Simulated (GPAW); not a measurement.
# BP (F-43m) in GPAW: a series of runs

One crystal, BP, is run at these levels: PBEsol+D4, optPBE-vdW; tasks: equation of state.

Program: GPAW 26.7.0. These are calculated values, not measurements. Logs are shortened: lines on timing, memory, paths and dates and some standing lists are left out, and cuts for length are marked. The log counts tension as positive stress, the text compression.

**Experimental background.**

“Equation of state of single-crystal cubic boron phosphide”, 2014, arxiv:1407.1677 reports, for a bulk crystal of BP at 300 K: bulk modulus 179 ± 1 GPa.

The results are compared with them further down.

### 1 The crystal as given

The structure is cubic, space group F-43m (No. 216). The conventional cell has a = 4.538 Å, b = 4.538 Å, c = 4.538 Å, α = 90.00°, β = 90.00°, γ = 90.00°. P (site symmetry -43m) has 4 B at 1.97 Å as nearest neighbours. B (site symmetry -43m) is surrounded by 4 P at 1.97 Å.

### 2 Equation of state, PBEsol+D4

run.py

```python
from ase.calculators.mixing import SumCalculator
from ase.eos import EquationOfState
from ase.io import Trajectory, read
from ase.units import GPa
from dftd4.ase import DFTD4
from gpaw import GPAW, PW, setup_paths

setup_paths.insert(0, '.')

atoms = read('BP.xyz')

traj = Trajectory('eos.traj', 'w')
volumes, energies = [], []
for x in [0.94, 0.96, 0.98, 1.0, 1.02, 1.04, 1.06]:
    a = atoms.copy()
    a.set_cell(atoms.cell * x**(1 / 3), scale_atoms=True)
    calc = GPAW(mode=PW(800),
                xc='PBEsol',
                kpts={'size': (10, 10, 10), 'gamma': True},
                occupations={'name': 'fermi-dirac', 'width': 0.05},
                nbands=11,
                convergence={'density': 1e-05, 'energy': 1e-05},
                maxiter=150,
                txt=f'eos-{x:.2f}.txt')
    a.calc = SumCalculator([calc, DFTD4(method='pbesol')])
    energies.append(a.get_potential_energy())
    volumes.append(a.get_volume())
    p = -a.get_stress()[:3].mean() / GPa
    calc.write(f'eos-{x:.2f}.gpw')
    traj.write(a)
    print(f'{x:.2f} {volumes[-1]:10.4f} A^3 {energies[-1]:14.6f} eV {p:9.3f} GPa', flush=True)

v0, e0, B = EquationOfState(volumes, energies, eos='birchmurnaghan').fit()
print(f'V0 = {v0:.4f} A^3, E0 = {e0:.6f} eV, B0 = {B / GPa:.2f} GPa')
```

BP.xyz

```xyz
2
Lattice="0.0000000000 2.2690000000 2.2690000000 2.2690000000 0.0000000000 2.2690000000 2.2690000000 2.2690000000 0.0000000000" Properties=species:S:1:pos:R:3 pbc="T T T"
P      3.4035000000      3.4035000000      3.4035000000
B      0.0000000000      0.0000000000      0.0000000000
```

Potentials or basis: PAW data sets generated in the run's folder for this functional, pw.

The run is started by

```bash
gpaw-setup -f PBEsol B P
OMP_NUM_THREADS=1 python run.py
```

Output:

```text
__  _  _
 | _ |_)|_||  |
 |__||  | ||/\| - 26.7.0

Input parameters:
  mode=PW(ecut=800.0),
  convergence={'density': 1e-05, 'energy': 1e-05},
  kpts=MonkhorstPack(size=(10, 10, 10), gamma=True),
  maxiter=150,
  nbands=11,
  occupations=Occupations(name='fermi-dirac', width=0.05),
  xc=XC(name='PBEsol')

Diagonalizing LCAO Hamiltonian
Converting LCAO to pw mode

                  P

       B

Atoms  # Å, Bohr magnetons
|   | symbol |        x |        y |        z |    initial magnetic moments |
|---|--------|----------|----------|----------|-----------------------------|
| 0 |      P | 3.334021 | 3.334021 | 3.334021 | ( 0.0000,  0.0000,  0.0000) |
| 1 |      B | 0.000000 | 0.000000 | 0.000000 | ( 0.0000,  0.0000,  0.0000) |

Unit cell  # Å
| periodic |        x |        y |        z |  lengths |    angles |
|----------|----------|----------|----------|----------|-----------|
|      yes | 0.000000 | 2.222681 | 2.222681 | 3.143345 | 60.000000 |
|      yes | 2.222681 | 0.000000 | 2.222681 | 3.143345 | 60.000000 |
|      yes | 2.222681 | 2.222681 | 0.000000 | 3.143345 | 60.000000 |

Number of symmetries: 24
Symmetry operations  # r_c * U_cc + t_c -> r_c
|    | kind |            matrix            |
|----|------|------------------------------|
|  0 |  E   |  1, 0, 0,  0, 1, 0,  0, 0, 1 |
|  1 |  σ   |  1, 0, 0,  0, 0, 1,  0, 1, 0 |
|  2 |  σ   |  1, 0,-1,  0, 1,-1,  0, 0,-1 |
|  3 |  C3  |  1, 0,-1,  0, 0,-1,  0, 1,-1 |
|  4 |  C3  |  1,-1, 0,  0,-1, 1,  0,-1, 0 |
|  5 |  σ   |  1,-1, 0,  0,-1, 0,  0,-1, 1 |
|  6 |  σ   |  0, 1, 0,  1, 0, 0,  0, 0, 1 |
|  7 |  C3  |  0, 1, 0,  0, 0, 1,  1, 0, 0 |
|  8 |  C2  |  0, 1,-1,  1, 0,-1,  0, 0,-1 |
|  9 |  S4  |  0, 1,-1,  0, 0,-1,  1, 0,-1 |
| 10 |  C3  |  0, 0, 1,  1, 0, 0,  0, 1, 0 |
| 11 |  σ   |  0, 0, 1,  0, 1, 0,  1, 0, 0 |
| 12 |  S4  |  0, 0,-1,  1, 0,-1,  0, 1,-1 |
| 13 |  C3  |  0, 0,-1,  0, 1,-1,  1, 0,-1 |
| 14 |  S4  |  0,-1, 1,  1,-1, 0,  0,-1, 0 |
| 15 |  C2  |  0,-1, 1,  0,-1, 0,  1,-1, 0 |
| 16 |  C3  |  0,-1, 0,  1,-1, 0,  0,-1, 1 |
| 17 |  S4  |  0,-1, 0,  0,-1, 1,  1,-1, 0 |
| 18 |  S4  | -1, 1, 0, -1, 0, 1, -1, 0, 0 |
| 19 |  C3  | -1, 1, 0, -1, 0, 0, -1, 0, 1 |
| 20 |  C3  | -1, 0, 1, -1, 1, 0, -1, 0, 0 |
| 21 |  S4  | -1, 0, 1, -1, 0, 0, -1, 1, 0 |
| 22 |  σ   | -1, 0, 0, -1, 1, 0, -1, 0, 1 |
| 23 |  C2  | -1, 0, 0, -1, 0, 1, -1, 1, 0 |

BZ-sampling:
  Number of BZ points: 1000
  Number of IBZ points: 47

  Monkhorst-Pack size: [10, 10, 10]
  Monkhorst-Pack shift: [0.05, 0.05, 0.05]

K-points  # in reciprocal-cell coordinates
|     |                                coordinates |     weight |
|-----|--------------------------------------------|------------|
|   0 | (  0.00000000,   0.00000000,   0.00000000) | 0.00100000 |
|   1 | (  0.10000000,   0.10000000,   0.00000000) | 0.00600000 |
|   2 | (  0.10000000,   0.10000000,   0.10000000) | 0.00800000 |
|   3 | (  0.20000000,   0.10000000,   0.10000000) | 0.01200000 |
|   4 | (  0.20000000,   0.20000000,   0.00000000) | 0.00600000 |
|   5 | (  0.20000000,   0.20000000,   0.10000000) | 0.02400000 |
|   6 | (  0.20000000,   0.20000000,   0.20000000) | 0.00800000 |
|   7 | (  0.30000000,   0.20000000,   0.10000000) | 0.02400000 |
|   8 | (  0.30000000,   0.20000000,   0.20000000) | 0.02400000 |
|   9 | (  0.30000000,   0.30000000,   0.00000000) | 0.00600000 |
| ... |                                            |            |
|  46 | (  0.50000000,   0.50000000,   0.50000000) | 0.00400000 |

Plane wave coefficients: 1158
Cutoff: 800.0 eV

Spin-components: 1 (collinear spins)
Bands:           11
Projectors:      10
Spin-degeneracy: 2
Datatype:        complex128

Parallelization:
  kpt:    1
  domain: 1
  band:   1

Density:
  Valence electrons: 8.0
  Components: 1
  Grid points: [21 21 21]
  Charge: 0.0  # |e|

Potential:
  Grid points: [21 21 21]

species:
  P:
    name:    Phosphorus
    Z:       15.0
    valence: 5
    core:    10
    charge:  0.0  # [|e|]
    compensation charges:
      type: gauss
      rc: 0.30  # [Å]
      lmax: 2
    cutoffs:
      filter: 1.69  # [Å]
      core: 1.81  # [Å]
    projectors
    | kind |    occ | energy [eV] | rcut [Å] |
    |------|--------|-------------|----------|
    |   3s |  2.000 |     -13.916 |    0.953 |
    |   3p |  3.000 |      -5.479 |    0.953 |
    |    s |        |      13.296 |    0.953 |
    |    p |        |      21.732 |    0.953 |
    |    d |        |       0.000 |    0.953 |

    Using partial waves for P as LCAO basis

  B:
    name:    Boron
    Z:       5.0
    valence: 3
    core:    2
    charge:  0.0  # [|e|]
    compensation charges:
      type: gauss
      rc: 0.20  # [Å]
      lmax: 2
    cutoffs:
      filter: 1.14  # [Å]
      core: 1.42  # [Å]
    projectors
    | kind |    occ | energy [eV] | rcut [Å] |
    |------|--------|-------------|----------|
    |   2s |  2.000 |      -9.361 |    0.635 |
    |   2p |  1.000 |      -3.555 |    0.635 |
    |    s |        |      17.850 |    0.635 |
    |    p |        |      23.657 |    0.635 |
    |    d |        |       0.000 |    0.635 |

    Using partial waves for B as LCAO basis

Reference energy: -9952.749089  # eV

eigensolver:
  PPCG
  Converge bands: occupied
  niter=2

density mixing:
  MSR1-Mixer
  Pratt-step length: 0.05
  Maximum mixing coefficient: 0.75
  Old densities: 10
  SVD Regularization: 0.005
  Good broyden scale: 1.0
  Trust region scale: 1.0
  Backstep threshold: 4.0
  History deletion threshold: 6.0
  Fourier metric: weight=20.0, sigma=0.015

occupation numbers:
  Fermi-Dirac:
    width: 0.0500  # eV

poisson solver:
  ecut: 6400.0  # eV

xc functional:
  name: PBEsol with 2 nearest neighbor stencil

convergence criteria:
- Maximum integral of absolute [dens]ity change: 1e-05 electrons / valence electron
- Maximum [total energy] change in last 3 cyles: 1e-05 eV / valence electron
- Maximum integral of absolute [eigenst]ate change: 4e-08 eV^2 / valence electron
maximum number of iterations: 150

SCF iterations
|iter     | |      energy | eigst |  dens |
|---------|-|-------------|-------|-------|
|iter:   1| |  -14.446599 | +0.14 |       |
|iter:   2| |  -14.310474 | -2.13 | -0.68 |
|iter:   3| |  -13.679362 | -1.42 | -0.72 |
|iter:   4| |  -13.670086 | -2.98 | -1.45 |
|iter:   5| |  -13.670076 | -4.08 | -1.96 |
|iter:   6| |  -13.670104c| -5.36 | -2.60 |
|iter:   7| |  -13.670105c| -7.28 | -3.84 |
|iter:   8| |  -13.670105c| -7.65c| -4.42 |
|iter:   9| |  -13.670105c| -8.75c| -5.63c|

Converged in 9 steps
Energy contributions relative to reference atoms: (reference = -9952.749089)

Energy contributions:
  Kinetic:          19.034083
  Coulomb:         -16.013458
  Zero:             -0.027114
  External:          0.000000
  Xc:              -16.663616
  Entropy:          -0.000000
  Spinorbit:         0.000000
  ----------------------------
  Free energy:     -13.670105
  Extrapolated:    -13.670105

dipole moment: (-3.172972, -3.172972, -3.172972)  # |e|*Ang

Fermi level: 9.471
Eigenvalues  # (at kpt = [0.000, 0.000, 0.000])
| band index |      eig [eV] | occ [0-2] |
|------------|---------------|-----------|
|          0 |        -7.088 |     2.000 |
|          1 |         8.964 |     2.000 |
|          2 |         8.964 |     2.000 |
|          3 |         8.964 |     2.000 |
|          4 |        12.430 |     0.000 |
|          5 |        12.430 |     0.000 |
|          6 |        12.430 |     0.000 |
|          7 |        17.285 |     0.000 |
|          8 |        20.703 |     0.000 |
|          9 |        21.133 |     0.000 |
|         10 |        21.134 |     0.000 |

Gap: 1.054 eV
Transition (v -> c):
  (s=0, k=0, n=3, [0.00, 0.00, 0.00]) -> (s=0, k=24, n=4, [0.40, 0.40, 0.00])
Direct/indirect transitions are different
Direct gap: 3.466 eV
Transition at: (s=0, k=0, n=3, [0.00, 0.00, 0.00])

Stress tensor  # eV/Ang^3
|         x |         y |         z |
|-----------|-----------|-----------|
| -0.060191 | -0.000000 | -0.000000 |
| -0.000000 | -0.060191 |  0.000000 |
| -0.000000 |  0.000000 | -0.060191 |

# Writing to eos-0.94.gpw (mode='')
```

Run time: 1.8 min. Hardware: 1 thread of Arm Neoverse V1, shared host; peak memory 0.24 GiB.

What came out:

```yaml
Equilibrium_volume: 11.38 Å³/atom
Bulk_modulus: 174 GPa
Pressure_derivative_of_the_bulk_modulus: 3.9
```

Energy against volume, from the lowest point:
```tsv
volume (Å³/atom)	energy (meV/atom)
10.981	7.89
11.214	1.14
11.448	0.00
11.682	3.94
11.915	12.47
12.149	25.16
12.383	41.63
```

### 3 Equation of state, optPBE-vdW

run.py

```python
import spglib
from ase import Atoms
from ase.eos import EquationOfState
from ase.io import Trajectory, read
from ase.units import GPa
from gpaw import GPAW, PW

atoms = read('BP.cif')
cell, positions, numbers = spglib.find_primitive(
    (atoms.cell[:], atoms.get_scaled_positions(), atoms.numbers), symprec=1e-4)
atoms = Atoms(numbers, cell=cell, scaled_positions=positions, pbc=True)

traj = Trajectory('eos.traj', 'w')
volumes, energies = [], []
for x in [0.94, 0.96, 0.98, 1.0, 1.02, 1.04, 1.06]:
    a = atoms.copy()
    a.set_cell(atoms.cell * x**(1 / 3), scale_atoms=True)
    calc = GPAW(mode=PW(800),
                xc={'name': 'optPBE-vdW', 'backend': 'libvdwxc'},
                kpts={'size': (10, 10, 10), 'gamma': True},
                occupations={'name': 'fermi-dirac', 'width': 0.05},
                nbands=11,
                convergence={'density': 1e-05, 'energy': 1e-05},
                maxiter=150,
                txt=f'eos-{x:.2f}.txt')
    a.calc = calc
    energies.append(a.get_potential_energy(force_consistent=True))
    volumes.append(a.get_volume())
    calc.write(f'eos-{x:.2f}.gpw')
    traj.write(a)
    print(f'{x:.2f} {volumes[-1]:10.4f} A^3 {energies[-1]:14.6f} eV', flush=True)

v0, e0, B = EquationOfState(volumes, energies, eos='birchmurnaghan').fit()
print(f'V0 = {v0:.4f} A^3, E0 = {e0:.6f} eV, B0 = {B / GPa:.2f} GPa')
```

BP.cif

```cif
data_BP
_cell_length_a 4.53800000
_cell_length_b 4.53800000
_cell_length_c 4.53800000
_cell_angle_alpha 90.00000000
_cell_angle_beta 90.00000000
_cell_angle_gamma 90.00000000
_space_group_name_H-M_alt 'F-43m'
_space_group_name_Hall 'F -4 2 3'
_space_group_IT_number 216
loop_
_space_group_symop_operation_xyz
'x,y,z'
'y,-x,-z'
'-x,-y,z'
'-y,x,-z'
'x,-y,-z'
'y,x,z'
'-x,y,-z'
'-y,-x,z'
'z,x,y'
'-z,y,-x'
'z,-x,-y'
'-z,-y,x'
'-z,x,-y'
'z,y,x'
'-z,-x,y'
'z,-y,-x'
'y,z,x'
'-x,-z,y'
'-y,z,-x'
'x,-z,-y'
'-y,-z,x'
'x,z,y'
'y,-z,-x'
'-x,z,-y'
'x,y+1/2,z+1/2'
'y,-x+1/2,-z+1/2'
'-x,-y+1/2,z+1/2'
'-y,x+1/2,-z+1/2'
'x,-y+1/2,-z+1/2'
'y,x+1/2,z+1/2'
'-x,y+1/2,-z+1/2'
'-y,-x+1/2,z+1/2'
'z,x+1/2,y+1/2'
'-z,y+1/2,-x+1/2'
'z,-x+1/2,-y+1/2'
'-z,-y+1/2,x+1/2'
'-z,x+1/2,-y+1/2'
'z,y+1/2,x+1/2'
'-z,-x+1/2,y+1/2'
'z,-y+1/2,-x+1/2'
'y,z+1/2,x+1/2'
'-x,-z+1/2,y+1/2'
'-y,z+1/2,-x+1/2'
'x,-z+1/2,-y+1/2'
'-y,-z+1/2,x+1/2'
'x,z+1/2,y+1/2'
'y,-z+1/2,-x+1/2'
'-x,z+1/2,-y+1/2'
'x+1/2,y,z+1/2'
'y+1/2,-x,-z+1/2'
'-x+1/2,-y,z+1/2'
'-y+1/2,x,-z+1/2'
'x+1/2,-y,-z+1/2'
'y+1/2,x,z+1/2'
'-x+1/2,y,-z+1/2'
'-y+1/2,-x,z+1/2'
'z+1/2,x,y+1/2'
'-z+1/2,y,-x+1/2'
'z+1/2,-x,-y+1/2'
'-z+1/2,-y,x+1/2'
'-z+1/2,x,-y+1/2'
'z+1/2,y,x+1/2'
'-z+1/2,-x,y+1/2'
'z+1/2,-y,-x+1/2'
'y+1/2,z,x+1/2'
'-x+1/2,-z,y+1/2'
'-y+1/2,z,-x+1/2'
'x+1/2,-z,-y+1/2'
'-y+1/2,-z,x+1/2'
'x+1/2,z,y+1/2'
'y+1/2,-z,-x+1/2'
'-x+1/2,z,-y+1/2'
'x+1/2,y+1/2,z'
'y+1/2,-x+1/2,-z'
'-x+1/2,-y+1/2,z'
'-y+1/2,x+1/2,-z'
'x+1/2,-y+1/2,-z'
'y+1/2,x+1/2,z'
'-x+1/2,y+1/2,-z'
'-y+1/2,-x+1/2,z'
'z+1/2,x+1/2,y'
'-z+1/2,y+1/2,-x'
'z+1/2,-x+1/2,-y'
'-z+1/2,-y+1/2,x'
'-z+1/2,x+1/2,-y'
'z+1/2,y+1/2,x'
'-z+1/2,-x+1/2,y'
'z+1/2,-y+1/2,-x'
'y+1/2,z+1/2,x'
'-x+1/2,-z+1/2,y'
'-y+1/2,z+1/2,-x'
'x+1/2,-z+1/2,-y'
'-y+1/2,-z+1/2,x'
'x+1/2,z+1/2,y'
'y+1/2,-z+1/2,-x'
'-x+1/2,z+1/2,-y'
loop_
_atom_site_label
_atom_site_type_symbol
_atom_site_symmetry_multiplicity
_atom_site_Wyckoff_symbol
_atom_site_fract_x
_atom_site_fract_y
_atom_site_fract_z
_atom_site_occupancy
P1 P 4 c 0.2500000000 0.2500000000 0.2500000000 1
B1 B 4 a 0.0000000000 0.0000000000 0.0000000000 1
```

Potentials or basis: GPAW PAW data sets (gpaw-data 1.2.1), pw.

The run is started by

```bash
OMP_NUM_THREADS=1 python run.py
```

Output:

```text
__  _  _
 | _ |_)|_||  |
 |__||  | ||/\| - 26.7.0

Input parameters:
  mode=PW(ecut=800.0),
  convergence={'density': 1e-05, 'energy': 1e-05},
  kpts=MonkhorstPack(size=(10, 10, 10), gamma=True),
  maxiter=150,
  nbands=11,
  occupations=Occupations(name='fermi-dirac', width=0.05),
  xc=XC(name='optPBE-vdW', backend='libvdwxc')

Diagonalizing LCAO Hamiltonian
Converting LCAO to pw mode

           P
       B

Atoms  # Å, Bohr magnetons
|   | symbol |        x |        y |        z |    initial magnetic moments |
|---|--------|----------|----------|----------|-----------------------------|
| 0 |      P | 1.111340 | 1.111340 | 1.111340 | ( 0.0000,  0.0000,  0.0000) |
| 1 |      B | 0.000000 | 0.000000 | 0.000000 | ( 0.0000,  0.0000,  0.0000) |

Unit cell  # Å
| periodic |        x |        y |        z |  lengths |    angles |
|----------|----------|----------|----------|----------|-----------|
[... 172 lines left out ...]
|iter:   2| |  -23.835171 | -2.06 | -0.67 |
|iter:   3| |  -23.242821 | -1.34 | -0.71 |
|iter:   4| |  -23.238491 | -2.88 | -1.41 |
|iter:   5| |  -23.239397 | -3.86 | -1.91 |
|iter:   6| |  -23.239492 | -5.35 | -2.53 |
|iter:   7| |  -23.239493 | -7.24 | -3.78 |
|iter:   8| |  -23.239493c| -8.47c| -4.37 |
|iter:   9| |  -23.239493c| -9.04c| -5.37c|

Converged in 9 steps
Energy contributions relative to reference atoms: (reference = -9972.403226)

Energy contributions:
  Kinetic:          20.807082
  Coulomb:         -17.475267
  Zero:             -0.038844
  External:          0.000000
  Xc:              -26.532464
  Entropy:          -0.000000
  Spinorbit:         0.000000
  ----------------------------
  Free energy:     -23.239493
  Extrapolated:    -23.239493

dipole moment: (-10.444190, -10.444190, -10.444190)  # |e|*Ang

Fermi level: 9.601
Eigenvalues  # (at kpt = [0.000, 0.000, 0.000])
| band index |      eig [eV] | occ [0-2] |
|------------|---------------|-----------|
|          0 |        -6.961 |     2.000 |
|          1 |         8.967 |     2.000 |
|          2 |         8.967 |     2.000 |
|          3 |         8.967 |     2.000 |
|          4 |        12.550 |     0.000 |
|          5 |        12.550 |     0.000 |
|          6 |        12.550 |     0.000 |
|          7 |        17.435 |     0.000 |
|          8 |        21.228 |     0.000 |
|          9 |        21.257 |     0.000 |
|         10 |        21.257 |     0.000 |

Gap: 1.309 eV
Transition (v -> c):
  (s=0, k=0, n=3, [0.00, 0.00, 0.00]) -> (s=0, k=24, n=4, [0.40, 0.40, 0.00])
Direct/indirect transitions are different
Direct gap: 3.583 eV
Transition at: (s=0, k=0, n=3, [0.00, 0.00, 0.00])
# Writing to eos-0.94.gpw (mode='')
```

eos-0.96.txt:

```text
SCF iterations
|iter     | |      energy | eigst |  dens |
|---------|-|-------------|-------|-------|
|iter:   1| |  -23.961471 | +0.17 |       |
|iter:   2| |  -23.836923 | -2.07 | -0.68 |
|iter:   3| |  -23.281412 | -1.37 | -0.72 |
|iter:   4| |  -23.277516 | -2.90 | -1.41 |
[... 32 lines left out ...]
|          5 |        12.239 |     0.000 |
|          6 |        12.239 |     0.000 |
|          7 |        16.824 |     0.000 |
|          8 |        20.795 |     0.000 |
|          9 |        20.922 |     0.000 |
|         10 |        20.922 |     0.000 |

Gap: 1.336 eV
Transition (v -> c):
  (s=0, k=0, n=3, [0.00, 0.00, 0.00]) -> (s=0, k=24, n=4, [0.40, 0.40, 0.00])
Direct/indirect transitions are different
Direct gap: 3.546 eV
Transition at: (s=0, k=0, n=3, [0.00, 0.00, 0.00])
# Writing to eos-0.96.gpw (mode='')
```

Run time: 1.7 min. Hardware: 1 thread of Arm Neoverse V1, shared host; peak memory 0.29 GiB.

Results:

* Equilibrium volume: 11.94 Å³/atom
* Bulk modulus: 156 GPa
* Pressure derivative of the bulk modulus: 4.0

Energy against volume, from the lowest point:
```csv
volume (Å³/atom),energy (meV/atom)
10.981,43.65
11.214,24.17
11.448,10.77
11.682,2.90
11.915,0.00
12.149,1.65
12.383,7.36
```

Caveat: the PAW data sets were made with another functional, which shifts forces and pressure a little.

### 4 Against experiment

Step 2. Measured bulk modulus of BP: 179 GPa (300 K; “Equation of state of single-crystal cubic boron phosphide”, 2014, arxiv:1407.1677). This calculation gives 174 GPa (-2.6 %). 3 values of this kind are on record (173 to 179 GPa); this one was drawn at random among those near their median, those with a stated uncertainty first. The fit is for a static lattice scaled at fixed shape and fixed fractional positions.

Step 3. A measured bulk modulus of BP is 179 GPa (300 K; “Equation of state of single-crystal cubic boron phosphide”, 2014, arxiv:1407.1677); the calculated 156 GPa misses it by -12.6 %. 3 values of this kind are on record (173 to 179 GPa); this one was drawn at random among those near their median, those with a stated uncertainty first. The fit is for a static lattice scaled at fixed shape and fixed fractional positions.
